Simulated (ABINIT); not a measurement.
Runs of ABINIT 10.8.3 (patched build) on KTaO3. Symmetry: Pm-3m, No. 221, cubic system. Conventional cell: a = 3.988 Å, b = 3.988 Å, c = 3.988 Å, α = 90.00°, β = 90.00°, γ = 90.00°. Ta (site symmetry m-3m) has 6 O at 1.99 Å as nearest neighbours. K (site symmetry m-3m) has 12 O at 2.82 Å as nearest neighbours. O (site symmetry 4/mmm) is surrounded by 2 Ta at 1.99 Å. 

```csv
task,level,potentials or basis,k mesh,cutoff (eV),fine-grid cutoff,mesh quality,gap on the mesh (eV),pressure (GPa)
single point,PBEsol,JTH PAW PBE v2.0,3 × 3 × 3,626,1224.51 eV,coarse,2.30,0.2
single point,r2SCAN,JTH PAW PBE v2.0,4 × 4 × 4,762,1360.57 eV,not flagged,2.60,-
band structure,rPW86PBE,JTH PAW PBE v2.0,7 × 7 × 7,626,1224.51 eV,not flagged,2.30,9.5
single point,PBEsol,JTH PAW PBE v2.0,9 × 9 × 9,626,1224.51 eV,not flagged,2.12,-0.1
single point,LDA,JTH PAW LDA v2.0,3 × 3 × 3,626,1224.51 eV,coarse,2.25,-5.9
band structure,LDA-PZ,JTH PAW LDA v2.0,7 × 7 × 7,626,1224.51 eV,not flagged,2.09,-6.0
single point,LDA,JTH PAW LDA v2.0,4 × 4 × 4,626,1224.51 eV,not flagged,(b),-6.1
band structure,BP86,JTH PAW PBE v2.0,7 × 7 × 7,626,1224.51 eV,not flagged,(a),5.2
band structure,RPBE,JTH PAW PBE v2.0,7 × 7 × 7,626,1224.51 eV,not flagged,2.29,9.9
single point,PBE,JTH PAW PBE v2.0,3 × 3 × 3,626,1224.51 eV,coarse,2.40,5.8
single point,LDA,JTH PAW LDA v2.0,9 × 9 × 9,626,1224.51 eV,not flagged,2.07,-6.2
```

Alike in all rows: no spin polarisation; cell as given; smearing fermi-dirac 0.05 eV.

Fill in the values left out.

(a) 2.22; (b) 2.02.

Caveats: some runs use coarse meshes; spin-orbit coupling is left out, which moves the levels of the heavy elements; the PAW data sets were made with another functional, which shifts forces and pressure a little (some runs); an odd mesh through Γ misses points on the zone boundary, where band edges often lie (some runs).

A k mesh can miss the band edges, and the runs leave out spin-orbit coupling on Ta.

Not every run made on this cell is shown here.
